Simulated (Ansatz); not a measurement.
# Ta3N: the cost of one run

Program: Ansatz 0.2.0. Level of theory: DFT r2SCAN, scalar-relativistic, plane waves, PAW. These are calculated values, not measurements.

3 further runs of the same task are left out: 3 set aside as unsound or not needed.

## Step 1: The structure to begin with

Symmetry: P6/mmm, No. 191, hexagonal system. Conventional cell: a = 4.064 Å, b = 4.064 Å, c = 4.289 Å, α = 90.00°, β = 90.00°, γ = 120.00°. Ta (site symmetry 6/mmm) is surrounded by 2 N at 2.14 Å. Ta (site symmetry -6m2) has 3 Ta at 2.35 Å and 3 N at 2.35 Å as nearest neighbours. Around N (site symmetry 6/mmm) lie 8 Ta at 2.14 to 2.35 Å.

Structure file:

```cif
data_structure
_symmetry_space_group_name_H-M 'P6/mmm'
_symmetry_Int_Tables_number 191
_cell_length_a 4.0641
_cell_length_b 4.0641
_cell_length_c 4.2893
_cell_angle_alpha 90.000
_cell_angle_beta 90.000
_cell_angle_gamma 120.000
_cell_volume 61.36
loop_
_atom_site_label
_atom_site_type_symbol
_atom_site_symmetry_multiplicity
_atom_site_Wyckoff_symbol
_atom_site_fract_x
_atom_site_fract_y
_atom_site_fract_z
_atom_site_occupancy
Ta1 Ta 1 b 0.00000 0.00000 0.50000 1
Ta2 Ta 2 c 0.33333 0.66667 0.00000 1
N1 N 1 a 0.00000 0.00000 0.00000 1
```

This is candidate A: Li3N type (P6/mmm, No. 191).

(A quick probe on a coarse mesh, which set the mesh and smearing, is not shown.)

## Step 3: A loose first relaxation (candidate A)

Contents of input.yaml:

```yaml
crystal:
  lattice:
    - [4.0641345442, 0.0, 0.0]
    - [-2.0320672721, 3.5196437598, 0.0]
    - [0.0, 0.0, 4.2892722718]
  atoms:
    - { symbol: Ta, position: [0.0, 0.0, 0.5] }
    - { symbol: Ta, position: [0.3333333333, 0.6666666667, 0.0] }
    - { symbol: Ta, position: [0.6666666667, 0.3333333333, 0.0] }
    - { symbol: "N", position: [0.0, 0.0, 0.0] }
basis:
  ecutwfc: 500
kpoints:
  mp_grid: { grid: [6, 6, 4] }
hamiltonian:
  xc: r2scan
scf:
  occupations: { method: gaussian, width: 0.1 }
  lower_state_search: "off"
output:
  forces: true
  stress: true
  eigenvalues: true
relax:
  adjacent_minimum: "off"
  f_tol: 0.04
  max_steps: 70
  cell: { stress_tol: 0.4 }
```

The run is started by

```console
$ ansatz run input.yaml --threads 1 --pin off --max-ram 2560MiB --backend cpu --events-out ev --progress --plain --runs-dir out
```

**Question.** How long does this run take on 1 thread of Intel Xeon Platinum 8488C (Sapphire Rapids), shared host, and how much memory does it need?

About 46 s, with a peak of 0.58 GiB.
